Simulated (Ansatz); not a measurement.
InSe:

```
In Se
1.0
     3.63204    0.00000    0.00000
     0.00000    3.63204    0.00000
     0.00000    0.00000    3.63204
In Se
1 1
Direct
  0.50000 0.50000 0.50000
  0.00000 0.00000 0.00000
```

The cell was built by a generator and needn't be a form met in nature.

```yaml
Program: Ansatz 0.2.0
Task: single point
Functional: PBE
Potentials_or_basis: Ansatz PAW
Cutoff: "420 eV (not typed: the program's choice for these potentials)"
k_mesh: 7 × 7 × 7
Occupations: fermi-dirac, width 0.05 eV
Spin: no spin polarisation
```

On this cell: pressure 0.0 GPa; largest force zero by symmetry; band gap on the k mesh none (metal or under the smearing width).

The same run follows on a disturbed copy (atoms moved at random, drawn with an rms of 0.05 Å):

```
In Se
1.0
     3.63204    0.00000    0.00000
     0.00000    3.63204    0.00000
     0.00000    0.00000    3.63204
In Se
1 1
Direct
  0.49589 0.49538 0.49604
  0.99402 0.99833 0.98975
```

**Question.** What changes?

**Answer.** The energy (extrapolated to zero smearing) moves by -0.0 meV/atom; pressure 0.0 GPa; largest force 0.007 eV/Å; band gap on the k mesh none (metal or under the smearing width).

Forces in eV/Å, atoms in the order of the input:
```
In   0.002 -0.003  0.006
Se  -0.002  0.003 -0.006
```
